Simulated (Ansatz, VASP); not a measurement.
# CdSe (Cadmoselite): VASP beside Ansatz

One calculation is typed for both programs; each brings its own data sets and cutoff. How far apart do they land? The cell is taken from a series of VASP runs on this material, whose earlier steps may have relaxed, scaled or displaced it; both programs get it as it stands.

Method: plane waves, with VASP 6.6.1 beside it; band structure at r2SCAN with rVV10, single point at r2SCAN with rVV10 and band structure at r2SCAN with rVV10, spin-orbit coupling, in Ansatz 0.2.0.

**1. Starting point**

Symmetry: P6_3mc, No. 186, hexagonal system. Conventional cell: a = 4.316 Å, b = 4.316 Å, c = 7.045 Å, α = 90.00°, β = 90.00°, γ = 120.00°. Nearest to Cd lie 4 Se at 2.64 to 2.65 Å. Nearest to Se lie 4 Cd at 2.64 to 2.65 Å. Farther neighbours and most contacts between anions are not listed.

**2. Ansatz: band structure, r2SCAN with rVV10**

Ansatz runs on its default PAW (the set named soft_2) files.

Levels along a path test the potential and the projectors away from the mesh points.

Contents of input.yaml:

```yaml
crystal:
  lattice:
    - [4.3156289234, 0.0, 0.0]
    - [-2.1578144617, 3.737444281, 0.0]
    - [0.0, 0.0, 7.0446329691]
  atoms:
    - { symbol: Cd, position: [0.3333333333, 0.6666666667, 0.0046907969] }
    - { symbol: Cd, position: [0.6666666667, 0.3333333333, 0.5046907969] }
    - { symbol: Se, position: [0.3333333333, 0.6666666667, 0.3803092031] }
    - { symbol: Se, position: [0.6666666667, 0.3333333333, 0.8803092031] }
hamiltonian:
  xc: r2scan
  pseudopotentials: { kind: paw }
  dispersion: rvv10
kpoints:
  mp_grid: { grid: [6, 6, 3] }
  band_path:
    path:
      - [0.0, 0.0, 0.0]
      - [0.13333, 0.0, 0.0]
      - [0.3, 0.0, 0.0]
      - [0.46667, 0.0, 0.0]
      - [0.46667, 0.06667, 0.0]
      - [0.41111, 0.17778, 0.0]
      - [0.35556, 0.28889, 0.0]
      - [0.28889, 0.28889, 0.0]
      - [0.17778, 0.17778, 0.0]
      - [0.06667, 0.06667, 0.0]
      - [0.0, 0.0, 0.03333]
      - [0.0, 0.0, 0.2]
      - [0.0, 0.0, 0.36667]
      - [0.0, 0.0, 0.5]
      - [0.16667, 0.0, 0.5]
      - [0.3, 0.0, 0.5]
      - [0.46667, 0.0, 0.5]
      - [0.46667, 0.06667, 0.5]
      - [0.41111, 0.17778, 0.5]
      - [0.35556, 0.28889, 0.5]
      - [0.28889, 0.28889, 0.5]
      - [0.17778, 0.17778, 0.5]
      - [0.06667, 0.06667, 0.5]
      - [0.5, 0.0, 0.46667]
      - [0.5, 0.0, 0.3]
      - [0.5, 0.0, 0.13333]
      - [0.33333, 0.33333, 0.0]
      - [0.33333, 0.33333, 0.16667]
      - [0.33333, 0.33333, 0.33333]
      - [0.33333, 0.33333, 0.5]
    npoints: 1
scf:
  occupations: { method: gaussian, width: 0.05 }
  n_extra_bands: 8
output:
  forces: true
  stress: true
  eigenvalues: true
```

Run with:

```console
ansatz run input.yaml --threads 2 --pin off --max-ram 4608MiB --backend cpu --events-out ev --progress --plain --runs-dir out
```

Numbers of over 12 decimals in the logs are rounded to 6 here.

Log:

```text
scf.n_extra_bands = 8 over 36 filled bands (N_el = 72.0): the run solves 44 bands
Engine: ansatz 0.2.0, aarch64-unknown-linux-gnu
Pseudopotentials: kind: paw
Pseudopotential: Cd, paw, valence charge 20, recommended cutoff 500 eV (meta_gga), Cd.paw.azcp
Pseudopotential: Se, paw, valence charge 16, recommended cutoff 500 eV (meta_gga), Se.paw.azcp
Functional definition: r2SCAN+rVV10
  parameter k0 = 0.174
  parameter k1 = 0.065
  parameter a1 = 4.9479
  exchange = r2scan_x(k0 = k0, k1 = k1, a1 = a1)
  correlation = r2scan_c + rvv10(11.95, 0.0093)
Crystal: 4 atoms, lattice volume = 113.626 Å³
Basis set: ecut = 500 eV, 2875 PW (Γ), exchange–correlation on 144×144×240 points (64 copies of the dense FFT grid, shifted against one another)
Bands: 44, of which v1, the nominal top of the filled ones, is band 36 counted from 1 (35 counted from 0)
Symmetry: 12 space group operations
Space group: P63mc (ITA 186), of the structure as read, at distance tolerance 4.8e-5 Å
k-points: 14 of 108 (time reversal used)
Non-local potential: Cd, projectors of the file, l = 0: 3, l = 1: 2, l = 2: 2, l = 3: 1
Non-local potential: Se, projectors of the file, l = 0: 2, l = 1: 2, l = 2: 3, l = 3: 1
PAW form: soft (Blöchl's): semilocal exchange-correlation on the pseudo side does not see the compensation charge
rVV10 density: all electrons in the spheres
PAW frozen core: Cd, regenerated for the run's functional (the file was generated under x = pbe(κ = 0.804, μ = 0.219515), c = pbe(β = 0.066725))
PAW frozen core: Se, regenerated for the run's functional (the file was generated under x = pbe(κ = 0.804, μ = 0.219515), c = pbe(β = 0.066725))
PAW one-centre angular grid: Cd, 590 points (default); XC on 160 Gauss nodes
PAW one-centre angular grid: Se, 590 points (default); XC on 160 Gauss nodes
Initial density: superposition of atomic densities (neutral atoms: chi_scale 0, normalization atom), corrected by the library's trained network
Initial wavefunctions: pseudopotential atomic-orbital guess
Functional: x = r2scan, c = r2scan + rvv10(b = 11.95, C = 0.0093); τ floored in thin density (d = 2e-4 eV/Å³)
SCF iter   1: F=—  HF=-27489.227907 eV  |F-HF|=—  |Δ(HF+E_count)|=         —  Δρ=4.85e-3  dr2=1.37e-2  dr2_τ=3.04e-2  ethr=1.77e-3  ⟨swp⟩=6.4  Hψ=2267  notcnv=0  defer=12
preconditioner: auto → Resta (q_TF=auto, 2.529 Å⁻¹)  ε∞=3.7  [insulator: Δε(μ)=1.078 eV  Ē_g=12.738 eV  σ=0.050 eV  W_gap=1.00  n_scr=34 (ndim 8)  ℏωp=20.9 eV  f_vac=0.204  D(μ)=0.00/eV (n_scr^D=0)  ε∞_Penn≈3.7]
SCF iter   2: F=—  HF=-27489.249500 eV  |F-HF|=—  |Δ(HF+E_count)|=   2.16e-2  Δρ=2.81e-3  dr2=4.46e-3  dr2_τ=8.73e-4  ethr=1.90e-5  ⟨swp⟩=2.0  Hψ=1191  notcnv=0  defer=41
SCF iter   3: F=—  HF=-27489.252044 eV  |F-HF|=—  |Δ(HF+E_count)|=   2.54e-3  Δρ=8.28e-4  dr2=6.87e-4  dr2_τ=5.25e-5  ethr=6.19e-6  ⟨swp⟩=2.0  Hψ=940  notcnv=0  defer=41
SCF iter   4: F=—  HF=-27489.252311 eV  |F-HF|=—  |Δ(HF+E_count)|=   2.67e-4  Δρ=1.89e-4  dr2=4.41e-5  dr2_τ=2.66e-6  ethr=9.55e-7  ⟨swp⟩=2.0  Hψ=967  notcnv=0  defer=41
SCF iter   5: F=—  HF=-27489.252342 eV  |F-HF|=—  |Δ(HF+E_count)|=   3.04e-5  Δρ=6.38e-5  dr2=5.96e-6  dr2_τ=1.67e-7  ethr=6.13e-8  ⟨swp⟩=2.0  Hψ=827  notcnv=0  defer=41
SCF iter   6: F=—  HF=-27489.252342 eV  |F-HF|=—  |Δ(HF+E_count)|=   1.47e-9  Δρ=1.76e-5  dr2=3.49e-7  dr2_τ=1.33e-8  ethr=8.28e-9  ⟨swp⟩=2.0  Hψ=799  notcnv=0  defer=41
SCF iter   7: F=-27489.252342 eV  HF=-27489.252342 eV  |F-HF|=8.79e-9  |Δ(HF+E_count)|=   1.06e-7  Δρ=4.23e-6  dr2=1.92e-8  dr2_τ=1.27e-9  ethr=1.39e-10  ⟨swp⟩=8.9  Hψ=2811  notcnv=0
SCF 1 converged in 7 iterations: F = -27489.252342 eV  dr2 = 1.92e-8
  greatest PAW one-centre occupation: 1.001 electrons in one spin orbital (limit 2), on the Cd atom at site 1 (counted from 0), in its partial waves of l = 1
NSCF: frozen V_eff on 30 k-points
SCF converged after 7 iterations
Free energy (F): -27489.252342 eV
Harris-Foulkes:  -27489.252342 eV  (|F-HF|=8.79e-9)
Internal energy: -27489.252342 eV  (E = F + TS)
E sigma→0 (E₀):  -27489.252342 eV
Fermi energy:    7.568989 eV
--- Per-component energies (eV) ---
  E_band       = -1865.081524
  E_kinetic    = 1248.447114
  E_local      = -12825.329159  (includes V_loc(G=0)·N_el)
  E_nonlocal   = -1121.522226
  E_hartree    = 6099.384232
  E_xc         = -526.923187
  E_vxc        = -701.433147  (∫ρ·V_xc dr)
  E_paw        = -12062.572560  (= ΣΔE_a)
  E_vpaw       = -709.036520  (= ΣTr[D̂ρ^β])
  E_aug_tail   = -0.000414  (compensation charges beyond the density's cutoff)
  E_vtau       = 45.019020  (kinetic-family band-sum trace: ∫τ·v_τ [+ j·A + Jᵃ·Aᵃ] dr)
  E_ewald      = -8296.077060
  E_core_change = -4.659082  (= ΣΔE_core)
  E_smearing   = -0.000000  (= −TS)
  E_closure    = -0.000000  (closes the sum)
  Σ components = -27489.252342   (vs F -27489.252342, Δ=0.00e0)
--- Forces (eV/Å), atoms counted from 1 ---
  atom   1  Cd     0.00000000    -0.00000000     0.00056560
  atom   2  Cd     0.00000000     0.00000000     0.00056560
  atom   3  Se    -0.00000000    -0.00000000    -0.00057219
  atom   4  Se     0.00000000     0.00000000    -0.00057219
  max |Σ_I F_I| component: 1.32e-5 eV/Å
--- Stress (GPa, compression-positive) ---
        0.019577       0.000000       0.000000
       -0.000000       0.019577       0.000000
        0.000000      -0.000000      -0.002776
  P = ⅓ Tr σ = 0.0121 GPa (0.121 kbar)
--- Band table (eV; the first three rows and the last of 14) ---
  k-point 0: bands = [... 32 lower, 6.2666, 6.9743, 7.0249, 7.0249, 8.1115, 9.6620, 13.3972, 13.3972, ... 4 higher]
  k-point 1: bands = [... 32 lower, 6.4448, 6.4448, 6.8231, 6.8231, 9.4407, 9.8066, 13.0802, 13.5507, ... 4 higher]
  k-point 2: bands = [... 32 lower, 5.7015, 5.9465, 6.7697, 6.8343, 9.3663, 10.6010, 12.6590, 13.7296, ... 4 higher]
  k-point 13: bands = [... 32 lower, 4.2455, 4.9272, 5.7117, 5.7117, 11.4896, 11.4896, 12.2664, 13.7643, ... 4 higher]
```

Elapsed: 14 s, on 2 threads of Arm Neoverse V2, shared host; peak memory 0.69 GiB; 27 s of CPU time.

[end of part 1 of 3]

[Lines on the potential files, build, host, timing and source positions are cut from VASP's logs without a mark.]

[Logs are printed without paths, hosts, clocks, repeated set-up lines and the standing remarks that a program may print on its own settings, such as how far it seeks lower states.]

[Hosts, paths, dates, database ids (printed as entryN), source tags and the programs' standing remarks are cut or masked in the printed files.]
